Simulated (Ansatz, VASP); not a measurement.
## One calculation of Cs, two programs

```
CELL_PARAMETERS angstrom
-3.01239 3.01239 3.01239
3.01239 -3.01239 3.01239
3.01239 3.01239 -3.01239
ATOMIC_POSITIONS crystal
Cs 0.00000 0.00000 0.00000
```

Change from the starting cell: volume scaled by 0.99.

Alike in both runs: task single point; functional LDA; k mesh 9 × 9 × 9; occupations fermi-dirac, width 0.05 eV; no spin polarisation.

```csv
,VASP,Ansatz
version,VASP 6.6.1,Ansatz 0.2.0
potentials or method,"VASP PAW LDA potentials, release 64 (Cs_sv), cutoff 520 eV","all-electron LAPW, scalar-relativistic"
```

```tsv
	VASP	Ansatz	Ansatz less VASP
pressure (GPa)	-0.3	-0.3	+0.01
```

Ansatz ran all-electron here, so the differences hold the error of VASP's frozen core and of both bases.

Spin-orbit coupling is left out, which matters for the levels of Cs.
